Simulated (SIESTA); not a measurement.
# ZnS (F-43m) in SIESTA: notebook, part 3 of 3

SIESTA 5.4.2.

## Step 10: Single point, LDA, 20.52 Å³/atom

Contents of ZnS.fdf:

```
SystemName                      ZnS
SystemLabel                     ZnS
NumberOfSpecies                 2
NumberOfAtoms                   2
%block ChemicalSpeciesLabel
  1  30 Zn
  2  16 S
%endblock ChemicalSpeciesLabel

LatticeConstant                 1.0 Ang
%block LatticeVectors
     0.0000000000     2.7375567091     2.7375567091
     2.7375567091     0.0000000000     2.7375567091
     2.7375567091     2.7375567091     0.0000000000
%endblock LatticeVectors
AtomicCoordinatesFormat         Fractional
%block AtomicCoordinatesAndAtomicSpecies
     0.7500000000     0.7500000000     0.7500000000  1  Zn
     0.0000000000     0.0000000000     0.0000000000  2  S
%endblock AtomicCoordinatesAndAtomicSpecies

%block kgrid.MonkhorstPack
    9   0   0  0.0
    0   9   0  0.0
    0   0   9  0.0
%endblock kgrid.MonkhorstPack
XC.Functional                   LDA
XC.Authors                      PW92
PAO.BasisSize                   DZP
PAO.EnergyShift                 0.003 Ry
Mesh.Cutoff                     800 Ry
OccupationFunction              FD
ElectronicTemperature           0.05 eV
MaxSCFIterations                120
SCF.MustConverge                false
SCF.Mixer.Method                Pulay
SCF.Mixer.Weight                0.25
SCF.Mixer.History               8
SCF.DM.Tolerance                5.0e-05
SCF.H.Tolerance                 1.0e-03 eV
WriteForces                     true
Charge.Mulliken                 end
%block PAO.Basis
  Zn 5
  n=3 0 2
    2.281 0.000
  n=4 0 2
    6.292 0.000
  n=3 1 2
    2.537 0.000
  n=4 1 1
    6.292
  n=3 2 2
    4.164 0.000
%endblock PAO.Basis
```

Started as:

```console
$ siesta ZnS.fdf > ZnS.out 2>&1
```

Wall time 16 s (1 thread of Arm Neoverse V2, shared host); peak memory 0.2 GiB.

It converged, with:

- Free energy: -5986.4353 eV
- Pressure: -6.2 GPa
- Band gap on the k mesh: 2.04 eV, direct

Caveat: short orbitals over semicore shells can move pressures by several GPa; the valence orbitals were made in a potential fitted to the semicore shell under them, which widens gaps by tenths of an eV or more; an odd mesh through Γ misses points on the zone boundary, where band edges often lie; the basis of atomic orbitals isn't converged, which shifts pressures, moduli and gaps.

## Step 11: Single point, LDA, 20.91 Å³/atom

Edit ZnS.fdf of step 10 so:

```diff
@@ -11,5 +11,5 @@
 %block LatticeVectors
-     0.0000000000     2.7375567091     2.7375567091
-     2.7375567091     0.0000000000     2.7375567091
-     2.7375567091     2.7375567091     0.0000000000
+     0.0000000000     2.7549938462     2.7549938462
+     2.7549938462     0.0000000000     2.7549938462
+     2.7549938462     2.7549938462     0.0000000000
 %endblock LatticeVectors
```

Started as:

```console
$ siesta < ZnS.fdf > ZnS.out 2>&1
```

It took 18 s on 1 thread of Arm Neoverse V2, shared host; peak memory 0.23 GiB.

Results (log left out):

- Free energy: -5986.4021 eV
- Pressure: -7.3 GPa
- Band gap on the k mesh: 1.93 eV, direct

Caveat: short orbitals over semicore shells can move pressures by several GPa; the valence orbitals were made in a potential fitted to the semicore shell under them, which widens gaps by tenths of an eV or more; an odd mesh through Γ misses points on the zone boundary, where band edges often lie; the basis of atomic orbitals isn't converged, which shifts pressures, moduli and gaps.

## Step 12: Equation of state, LDA

Potentials or basis: PseudoDojo 0.4 standard (LDA files), DZP (energy shift 0.003 Ry; two zetas on semicore shells).

This step only gathers the single runs of the series.

What came out:

```
Equilibrium volume                      : 18.81 Å³/atom
Bulk modulus                            : 86 GPa
Pressure derivative of the bulk modulus : 4.2
```

Energy against volume, from the lowest point:
```
volume (Å³/atom)  energy (meV/atom)
          18.543               0.76
          18.938               0.00
          19.332               3.51
          19.727              10.83
          20.121              21.62
          20.516              35.48
          20.910              52.08
```

Caveat: short orbitals over semicore shells can move pressures by several GPa; the valence orbitals were made in a potential fitted to the semicore shell under them, which widens gaps by tenths of an eV or more; the basis of atomic orbitals isn't converged, which shifts pressures, moduli and gaps. LDA usually gives volumes a few per cent too small.

## Step 13: For comparison

An earlier run on the cell as given: functional PBEsol; potentials or basis PseudoDojo 0.4 standard (PBEsol files); basis DZP (energy shift 0.003 Ry; two zetas on semicore shells); grid cutoff 800 Ry; energy shift 0.003 Ry; k mesh 9 × 9 × 9; occupations fermi-dirac, width 0.05 eV; no spin polarisation.

* Pressure: -1.1 GPa
* Band gap on the k mesh: 2.36 eV, direct
* Hirshfeld charges: Zn +0.55; S -0.55 e
* Voronoi charges: Zn +0.59; S -0.59 e

## Step 14: Overview

| task | level | potentials or basis | gap on the mesh (eV) | pressure (GPa) |
| --- | --- | --- | --- | --- |
| band structure | AM05 | PseudoDojo 0.4 standard (PBEsol files), DZP (energy shift 0.003 Ry; two zetas on semicore shells) | 2.44 | -0.8 |
| band structure | BLYP | PseudoDojo 0.4 standard (PBE files), DZP (energy shift 0.003 Ry; two zetas on semicore shells) | 2.48 | 6.1 |
| band structure | vdW-DF-cx | PseudoDojo 0.4 standard (PBE files), DZP (energy shift 0.003 Ry; two zetas on semicore shells) | 2.39 | 0.3 |
| equation of state | LDA | PseudoDojo 0.4 standard (LDA files), DZP (energy shift 0.003 Ry; two zetas on semicore shells) | - | - |
| single point | PBEsol | PseudoDojo 0.4 standard (PBEsol files), DZP (energy shift 0.003 Ry; two zetas on semicore shells) | 2.36 | -1.1 |

Alike in all rows: no spin polarisation; cell as given; k mesh 9 × 9 × 9; smearing fermi-dirac 0.05 eV; grid cutoff 800 Ry; energy shift 0.003 Ry.

Caveats: short orbitals over semicore shells can move pressures by several GPa; the valence orbitals were made in a potential fitted to the semicore shell under them, which widens gaps by tenths of an eV or more; the basis of atomic orbitals isn't converged, which shifts pressures, moduli and gaps; the potentials were made for another functional, which shifts forces and pressure (some runs).

Absolute energies hang on the potentials; compare differences alone.

## Step 15: How close it comes

Step 2. Measured gap of ZnS: 3.85 eV (direct; 19 K; quoted in “Electronic, vibrational, and thermodynamic properties of ZnS (zincblende and rocksalt structure)”, 2009, arxiv:0911.5022). This calculation gives 2.44 eV (-1.41 eV). The value is that of AM05 in an atomic basis (PseudoDojo 0.4 standard (PBEsol files), DZP (energy shift 0.003 Ry; two zetas on semicore shells)), whose error adds to the functional's,, without temperature or zero-point motion. Semilocal functionals fall short of measured gaps as a rule.

Step 3. Against the measured gap of ZnS, 3.85 eV (direct; 19 K; quoted in “Electronic, vibrational, and thermodynamic properties of ZnS (zincblende and rocksalt structure)”, 2009, arxiv:0911.5022), the calculated 2.48 eV is off by -1.37 eV. The value is that of BLYP in an atomic basis (PseudoDojo 0.4 standard (PBE files), DZP (energy shift 0.003 Ry; two zetas on semicore shells)), whose error adds to the functional's,, without temperature or zero-point motion. Semilocal functionals fall short of measured gaps as a rule.

Step 4. Measured gap of ZnS: 3.85 eV (direct; 19 K; quoted in “Electronic, vibrational, and thermodynamic properties of ZnS (zincblende and rocksalt structure)”, 2009, arxiv:0911.5022). This calculation gives 2.39 eV (-1.46 eV). The value is that of vdW-DF-cx in an atomic basis (PseudoDojo 0.4 standard (PBE files), DZP (energy shift 0.003 Ry; two zetas on semicore shells)), whose error adds to the functional's,, without temperature or zero-point motion.

Step 12. A measured bulk modulus of ZnS is 76.9 GPa (quoted in “Electronic, vibrational, and thermodynamic properties of ZnS (zincblende and rocksalt structure)”, 2009, arxiv:0911.5022); the calculated 86 GPa misses it by +11.4 %. The fit is for a static lattice scaled at fixed shape and fixed fractional positions.
